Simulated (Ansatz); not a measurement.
# Cadmium, hcp under r²SCAN: from relaxation to bulk modulus, part 2 of 2

Aim: take cadmium in the hcp structure, relax it, solve it on a dense k-mesh, switch on spin-orbit coupling, then scale the cell to 7 volumes from 88 to 112 % of the relaxed one and try a fit of the equation of state. The k-meshes are 12×12×6 for the relaxation; 20×20×9 for the dense run; 12×12×6 for spin-orbit coupling; 20×20×9 for the volumes. It starts from a deposited cell (COD).

Ansatz 0.2.0; DFT, r2SCAN, plane waves (500 eV) with PAW, scalar-relativistic. Earlier steps stand in the parts before.

### 5 Volume × 0.88

The input, input.yaml:

```yaml
crystal:
  lattice:
    - [2.8278007697, 0.0, 0.0]
    - [-1.4139003848, 2.4489473034, 0.0]
    - [0.0, 0.0, 5.6384037025]
  atoms:
    - { symbol: Cd, position: [0.3333333333, 0.6666666667, 0.25] }
    - { symbol: Cd, position: [0.6666666667, 0.3333333333, 0.75] }
hamiltonian:
  xc: r2scan
  pseudopotentials:
    kind: paw
    azcp:
      Cd: "pseudopotentials/Cd.paw.azcp"
basis:
  ecutwfc: 500
  fft_grid_basis: typed
kpoints:
  mp_grid: { grid: [20, 20, 9], shift: [0, 0, 0] }
magnetization:
  spin_polarized: false
scf:
  occupations: { method: fermi_dirac, width: 0.1 }
output:
  stress: true
```

What it wrote (excerpt; [...] marks lines left out):

```text
[...]
Pseudopotentials: kind: paw
Pseudopotential: Cd, paw, valence charge 20, recommended cutoff 500 eV (meta_gga), <dir>
Functional definition: r2SCAN
[...]
Crystal: 2 atoms, lattice volume = 39.047 Å³
Basis set: ecut = 500 eV, 1017 PW (Γ), exchange–correlation on 96×96×180 points (64 copies of the dense FFT grid, shifted against one another)
Bands: 24, of which v1, the nominal top of the filled ones, is band 20 counted from 1 (19 counted from 0)
Symmetry: 24 space group operations
Space group: P63/mmc (ITA 194), of the structure as read, at distance tolerance 3.4e-5 Å
k-points: 220 of 3600
[...]
SCF iter   1: F=—  HF=-16536.208928 eV  |F-HF|=—  |Δ(HF+E_count)|=         —  Δρ=6.55e-3  dr2=9.18e-3  dr2_τ=1.38e-2  ethr=1.77e-3  ⟨swp⟩=5.4  Hψ=19976  notcnv=0
[...]
SCF iter   8: F=-16536.216939 eV  HF=-16536.216939 eV  |F-HF|=2.18e-9  |Δ(HF+E_count)|=   1.16e-7  Δρ=2.49e-6  dr2=2.35e-9  dr2_τ=7.04e-11  ethr=2.50e-10  ⟨swp⟩=4.0  Hψ=17608  notcnv=0
[...]
SCF converged after 8 iterations
Free energy (F): -16536.216939 eV
[...]
E sigma→0 (E₀):  -16536.211352 eV
Entropy (-TS):   -0.011175 eV (-5.587 meV/atom)
Fermi energy:    16.696397 eV
[...]
--- Stress (GPa, compression-positive) ---
       12.456211       0.000000       0.000000
        0.000000      12.456211       0.000000
        0.000000       0.000000       6.276672
  P = ⅓ Tr σ = 10.3964 GPa (103.964 kbar)
```

Wall time 24 s (1 thread of an x86-64 CPU, shared host); peak memory 0.76 GiB.

### 6 Volume × 0.92

input.yaml: that of step 5 with these lines changed.

```diff
@@ -2,5 +2,5 @@
   lattice:
-    - [2.8278007697, 0.0, 0.0]
-    - [-1.4139003848, 2.4489473034, 0.0]
-    - [0.0, 0.0, 5.6384037025]
+    - [2.8700129747, 0.0, 0.0]
+    - [-1.4350064873, 2.4855041453, 0.0]
+    - [0.0, 0.0, 5.7225713905]
   atoms:
```

What it wrote (excerpt; [...] marks lines left out):

```text
[...]
[... 3 set-up lines as earlier in the session ...]
[...]
Crystal: 2 atoms, lattice volume = 40.822 Å³
Basis set: ecut = 500 eV, 1017 PW (Γ), exchange–correlation on 96×96×180 points (64 copies of the dense FFT grid, shifted against one another)
Bands: 24, of which v1, the nominal top of the filled ones, is band 20 counted from 1 (19 counted from 0)
[... 2 set-up lines as earlier in the session ...]
k-points: 220 of 3600
[...]
SCF iter   1: F=—  HF=-16536.300122 eV  |F-HF|=—  |Δ(HF+E_count)|=         —  Δρ=6.41e-3  dr2=9.15e-3  dr2_τ=1.35e-2  ethr=1.77e-3  ⟨swp⟩=5.5  Hψ=20039  notcnv=0
[...]
SCF iter   8: F=-16536.306805 eV  HF=-16536.306805 eV  |F-HF|=2.43e-9  |Δ(HF+E_count)|=   9.67e-8  Δρ=2.00e-6  dr2=1.27e-9  dr2_τ=4.92e-11  ethr=2.50e-10  ⟨swp⟩=4.0  Hψ=17512  notcnv=0
[...]
SCF converged after 8 iterations
Free energy (F): -16536.306805 eV
[...]
E sigma→0 (E₀):  -16536.300833 eV
Entropy (-TS):   -0.011944 eV (-5.972 meV/atom)
Fermi energy:    15.787768 eV
[...]
--- Stress (GPa, compression-positive) ---
        7.194242       0.000000       0.000000
        0.000000       7.194242       0.000000
        0.000000       0.000000       3.665146
  P = ⅓ Tr σ = 6.0179 GPa (60.179 kbar)
```

Run time: 24 s. Hardware: 1 thread of an x86-64 CPU, shared host; peak memory 0.76 GiB.

### 7 Volume × 0.96

input.yaml: that of step 6 with these lines changed.

```diff
@@ -2,5 +2,5 @@
   lattice:
-    - [2.8700129747, 0.0, 0.0]
-    - [-1.4350064873, 2.4855041453, 0.0]
-    - [0.0, 0.0, 5.7225713905]
+    - [2.9110187001, 0.0, 0.0]
+    - [-1.45550935, 2.5210161452, 0.0]
+    - [0.0, 0.0, 5.8043334568]
   atoms:
```

What it wrote (excerpt; [...] marks lines left out):

```text
[...]
[... 3 set-up lines as earlier in the session ...]
[...]
Crystal: 2 atoms, lattice volume = 42.596 Å³
Basis set: ecut = 500 eV, 1077 PW (Γ), exchange–correlation on 96×96×180 points (64 copies of the dense FFT grid, shifted against one another)
Bands: 24, of which v1, the nominal top of the filled ones, is band 20 counted from 1 (19 counted from 0)
[... 2 set-up lines as earlier in the session ...]
k-points: 220 of 3600
[...]
SCF iter   1: F=—  HF=-16536.347988 eV  |F-HF|=—  |Δ(HF+E_count)|=         —  Δρ=6.28e-3  dr2=9.14e-3  dr2_τ=1.33e-2  ethr=1.77e-3  ⟨swp⟩=5.5  Hψ=20087  notcnv=0
[...]
SCF iter   8: F=-16536.353970 eV  HF=-16536.353970 eV  |F-HF|=4.28e-9  |Δ(HF+E_count)|=   1.64e-7  Δρ=2.36e-6  dr2=1.89e-9  dr2_τ=5.29e-11  ethr=2.50e-10  ⟨swp⟩=4.0  Hψ=17680  notcnv=0
[...]
SCF converged after 8 iterations
Free energy (F): -16536.353970 eV
[...]
E sigma→0 (E₀):  -16536.347553 eV
Entropy (-TS):   -0.012833 eV (-6.417 meV/atom)
Fermi energy:    14.958677 eV
[...]
--- Stress (GPa, compression-positive) ---
        3.144815      -0.000000       0.000000
       -0.000000       3.144815       0.000000
        0.000000       0.000000       1.642066
  P = ⅓ Tr σ = 2.6439 GPa (26.439 kbar)
```

Wall time 23 s (1 thread of an x86-64 CPU, shared host); peak memory 0.77 GiB.

### 8 Volume × 1.0

input.yaml: that of step 7 with these lines changed.

```diff
@@ -2,5 +2,5 @@
   lattice:
-    - [2.9110187001, 0.0, 0.0]
-    - [-1.45550935, 2.5210161452, 0.0]
-    - [0.0, 0.0, 5.8043334568]
+    - [2.9509006245, 0.0, 0.0]
+    - [-1.4754503122, 2.5555549049, 0.0]
+    - [0.0, 0.0, 5.8838547557]
   atoms:
```

What it wrote (excerpt; [...] marks lines left out):

```text
[...]
[... 3 set-up lines as earlier in the session ...]
[...]
Crystal: 2 atoms, lattice volume = 44.371 Å³
Basis set: ecut = 500 eV, 1113 PW (Γ), exchange–correlation on 96×96×180 points (64 copies of the dense FFT grid, shifted against one another)
Bands: 24, of which v1, the nominal top of the filled ones, is band 20 counted from 1 (19 counted from 0)
[... 2 set-up lines as earlier in the session ...]
k-points: 220 of 3600
[...]
SCF iter   1: F=—  HF=-16536.362434 eV  |F-HF|=—  |Δ(HF+E_count)|=         —  Δρ=6.18e-3  dr2=9.11e-3  dr2_τ=1.31e-2  ethr=1.77e-3  ⟨swp⟩=5.6  Hψ=20129  notcnv=0
[...]
SCF iter   7: F=-16536.368257 eV  HF=-16536.368257 eV  |F-HF|=1.02e-7  |Δ(HF+E_count)|=   8.76e-7  Δρ=1.27e-5  dr2=9.58e-8  dr2_τ=1.77e-9  ethr=2.50e-10  ⟨swp⟩=2.8  Hψ=18808  notcnv=0
[...]
SCF converged after 7 iterations
Free energy (F): -16536.368257 eV
[...]
E sigma→0 (E₀):  -16536.361337 eV
Entropy (-TS):   -0.013841 eV (-6.920 meV/atom)
Fermi energy:    14.197949 eV
[...]
--- Stress (GPa, compression-positive) ---
        0.039154      -0.000000       0.000000
        0.000000       0.039154       0.000000
        0.000000       0.000000       0.072643
  P = ⅓ Tr σ = 0.0503 GPa (0.503 kbar)
```

Run time: 27 s. Hardware: 1 thread of an x86-64 CPU, shared host; peak memory 0.78 GiB.

### 9 Volume × 1.04

input.yaml: that of step 8 with these lines changed.

```diff
@@ -2,5 +2,5 @@
   lattice:
-    - [2.9509006245, 0.0, 0.0]
-    - [-1.4754503122, 2.5555549049, 0.0]
-    - [0.0, 0.0, 5.8838547557]
+    - [2.9897327174, 0.0, 0.0]
+    - [-1.4948663587, 2.5891844838, 0.0]
+    - [0.0, 0.0, 5.9612827764]
   atoms:
```

What it wrote (excerpt; [...] marks lines left out):

```text
[...]
[... 3 set-up lines as earlier in the session ...]
[...]
Crystal: 2 atoms, lattice volume = 46.146 Å³
Basis set: ecut = 500 eV, 1221 PW (Γ), exchange–correlation on 96×96×180 points (64 copies of the dense FFT grid, shifted against one another)
Bands: 24, of which v1, the nominal top of the filled ones, is band 20 counted from 1 (19 counted from 0)
[... 1 set-up line as earlier in the session ...]
Space group: P63/mmc (ITA 194), of the structure as read, at distance tolerance 3.6e-5 Å
k-points: 220 of 3600
[...]
SCF iter   1: F=—  HF=-16536.351206 eV  |F-HF|=—  |Δ(HF+E_count)|=         —  Δρ=6.10e-3  dr2=9.05e-3  dr2_τ=1.28e-2  ethr=1.77e-3  ⟨swp⟩=5.6  Hψ=20215  notcnv=0
[...]
SCF iter   7: F=-16536.357339 eV  HF=-16536.357339 eV  |F-HF|=7.79e-8  |Δ(HF+E_count)|=   6.62e-7  Δρ=1.00e-5  dr2=5.99e-8  dr2_τ=1.57e-9  ethr=2.50e-10  ⟨swp⟩=2.7  Hψ=18756  notcnv=0
[...]
SCF converged after 7 iterations
Free energy (F): -16536.357339 eV
[...]
E sigma→0 (E₀):  -16536.349833 eV
Entropy (-TS):   -0.015013 eV (-7.507 meV/atom)
Fermi energy:    13.496061 eV
[...]
--- Stress (GPa, compression-positive) ---
       -2.321201       0.000000       0.000000
       -0.000000      -2.321201       0.000000
        0.000000       0.000000      -1.147996
  P = ⅓ Tr σ = -1.9301 GPa (-19.301 kbar)
```

Wall time 28 s (1 thread of an x86-64 CPU, shared host); peak memory 0.79 GiB.

### 10 Volume × 1.08

input.yaml: that of step 9 with these lines changed.

```diff
@@ -2,5 +2,5 @@
   lattice:
-    - [2.9897327174, 0.0, 0.0]
-    - [-1.4948663587, 2.5891844838, 0.0]
-    - [0.0, 0.0, 5.9612827764]
+    - [3.0275814533, 0.0, 0.0]
+    - [-1.5137907266, 2.6219624506, 0.0]
+    - [0.0, 0.0, 6.0367500636]
   atoms:
```

What it wrote (excerpt; [...] marks lines left out):

```text
[...]
[... 3 set-up lines as earlier in the session ...]
[...]
Crystal: 2 atoms, lattice volume = 47.921 Å³
Basis set: ecut = 500 eV, 1259 PW (Γ), exchange–correlation on 96×96×180 points (64 copies of the dense FFT grid, shifted against one another)
Bands: 24, of which v1, the nominal top of the filled ones, is band 20 counted from 1 (19 counted from 0)
[... 2 set-up lines as earlier in the session ...]
k-points: 220 of 3600
[...]
SCF iter   1: F=—  HF=-16536.320507 eV  |F-HF|=—  |Δ(HF+E_count)|=         —  Δρ=6.02e-3  dr2=8.96e-3  dr2_τ=1.25e-2  ethr=1.77e-3  ⟨swp⟩=5.5  Hψ=20106  notcnv=0
[...]
SCF iter   7: F=-16536.327295 eV  HF=-16536.327295 eV  |F-HF|=5.62e-8  |Δ(HF+E_count)|=   5.13e-7  Δρ=8.17e-6  dr2=3.85e-8  dr2_τ=1.41e-9  ethr=2.50e-10  ⟨swp⟩=2.6  Hψ=18704  notcnv=0
[...]
SCF converged after 7 iterations
Free energy (F): -16536.327295 eV
[...]
E sigma→0 (E₀):  -16536.319097 eV
Entropy (-TS):   -0.016395 eV (-8.197 meV/atom)
Fermi energy:    12.844370 eV
[...]
--- Stress (GPa, compression-positive) ---
       -4.084903      -0.000000       0.000000
       -0.000000      -4.084903       0.000000
        0.000000       0.000000      -2.096762
  P = ⅓ Tr σ = -3.4222 GPa (-34.222 kbar)
```

Run time: 22 s. Hardware: 1 thread of an x86-64 CPU, shared host; peak memory 0.8 GiB.

### 11 Volume × 1.12

input.yaml: that of step 10 with these lines changed.

```diff
@@ -2,5 +2,5 @@
   lattice:
-    - [3.0275814533, 0.0, 0.0]
-    - [-1.5137907266, 2.6219624506, 0.0]
-    - [0.0, 0.0, 6.0367500636]
+    - [3.0645068176, 0.0, 0.0]
+    - [-1.5322534088, 2.6539407541, 0.0]
+    - [0.0, 0.0, 6.110376223]
   atoms:
```

What it wrote (excerpt; [...] marks lines left out):

```text
[...]
[... 3 set-up lines as earlier in the session ...]
[...]
Crystal: 2 atoms, lattice volume = 49.696 Å³
Basis set: ecut = 500 eV, 1271 PW (Γ), exchange–correlation on 96×96×180 points (64 copies of the dense FFT grid, shifted against one another)
Bands: 24, of which v1, the nominal top of the filled ones, is band 20 counted from 1 (19 counted from 0)
[... 1 set-up line as earlier in the session ...]
Space group: P63/mmc (ITA 194), of the structure as read, at distance tolerance 3.7e-5 Å
k-points: 220 of 3600
[...]
SCF iter   1: F=—  HF=-16536.275367 eV  |F-HF|=—  |Δ(HF+E_count)|=         —  Δρ=5.94e-3  dr2=8.91e-3  dr2_τ=1.21e-2  ethr=1.77e-3  ⟨swp⟩=5.5  Hψ=20057  notcnv=0
[...]
SCF iter   7: F=-16536.282958 eV  HF=-16536.282957 eV  |F-HF|=3.21e-8  |Δ(HF+E_count)|=   3.73e-7  Δρ=7.12e-6  dr2=2.42e-8  dr2_τ=1.21e-9  ethr=2.50e-10  ⟨swp⟩=4.1  Hψ=17735  notcnv=0
[...]
SCF converged after 7 iterations
Free energy (F): -16536.282958 eV
[...]
E sigma→0 (E₀):  -16536.273991 eV
Entropy (-TS):   -0.017933 eV (-8.966 meV/atom)
Fermi energy:    12.235788 eV
[...]
--- Stress (GPa, compression-positive) ---
       -5.370218       0.000000       0.000000
       -0.000000      -5.370218       0.000000
        0.000000       0.000000      -2.832033
  P = ⅓ Tr σ = -4.5242 GPa (-45.242 kbar)
```

Wall time 28 s (1 thread of an x86-64 CPU, shared host); peak memory 0.8 GiB.

### 12 The equation of state

The cell was scaled evenly, with its shape and the fractional positions fixed.

```tsv
V (Å³/atom)	E − E₀ (meV/atom)	P from the stress (GPa)	P from the fit (GPa)
19.523	75.0	10.40	10.39
20.411	30.2	6.02	5.98
21.298	6.9	2.64	2.59
22.186	0.0	0.05	0.00
23.073	5.7	-1.93	-1.98
23.960	21.1	-3.42	-3.49
24.848	43.6	-4.52	-4.63
```

A third-order Birch-Murnaghan fit gives V₀ = 22.187 Å³/atom, B₀ = 56 GPa and B₀′ = 5.7; it misses no point by more than 0.04 meV/atom.

Fit and stress differ a little: one follows E(σ → 0), the other the smeared free energy.

### 13 What came out

This closing draws on all 2 parts.

```
                      quantity                                   value
space group (spins left aside)                      P6_3/mmc (No. 194)
             conventional cell  a = 2.951 Å, c = 5.884 Å (c/a = 1.994)
                        volume                          22.186 Å³/atom
             shortest distance                                 2.951 Å
   against the measured volume                 +2.8 % (21.585 Å³/atom)
               gap on the mesh            none (levels filled in part)
                   V₀, B₀, B₀′             22.187 Å³/atom, 56 GPa, 5.7
```

r²SCAN puts the volume 2.8 % above the deposited one. The deposited cell holds zero-point motion and, unless taken cold, thermal expansion, so the miss against a static lattice is larger still. No gap shows: it is a metal or semimetal at this level. Totals with and without spin-orbit coupling (+8.1 eV/atom apart) can't be read as binding, since the two-component data shift the zero of energy. B₀ comes out at 56 GPa; letting shape and positions relax at each volume could only lower it.
